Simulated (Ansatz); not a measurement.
# What DFT gives for KI

```
K I
1.0
    -6.84600   -0.02045   -0.01911
     0.01911   -0.00142    6.86685
     3.45300    6.89283    3.44156
K I
4 4
Direct
  0.98746 0.01149 0.00215
  0.51942 0.47317 0.02193
  0.74482 0.75249 0.49098
  0.22883 0.23496 0.49321
  0.72574 0.24680 0.48701
  0.23630 0.75130 0.50351
  0.98521 0.48684 0.00888
  0.50550 0.01252 0.00878
```

Method: RPBE, no spin polarisation; PAW, plane waves to 420 eV, 3×3×3 (shifted by 0.5, 0.5, 0.5 steps) mesh, fermi-dirac occupations (width 0.0276 eV) (Ansatz 0.2.0), atoms fixed.

What is the formation energy?

-1.39 eV an atom against the elements' usual phases (free molecules for gases, crystals otherwise, with no correction for O₂ or N₂), so it is bound against them; other compounds may still compete. Relaxing would lower it.

What do density and ELF say about some of the short contacts?

K–I at 3.21 Å: least valence density 0.12 e/Å³ and ELF 0.08 there, a closed-shell (ionic or weak) contact. Both are smooth PAW fields, read partly inside the augmentation spheres.

Metal or insulator? Give the gap.

The gap on the k mesh is 5.02 eV; the mesh may miss the band edges, so the true gap of this level can be smaller.

Where is the largest force?

The largest is on K2: 0.74 eV/Å, components (0.38, -0.44, 0.45). It makes 124° with the line to a nearest neighbour, I5 at 3.21 Å.

Origin: a strained cell with displaced atoms, so it need not be a known compound. Caveats: an odd or shifted mesh can miss the band edges, so this level's true gap may be smaller; no spin-orbit coupling, which can shift this gap by tenths of an eV; forces of this functional can be a tenth off on these datasets.
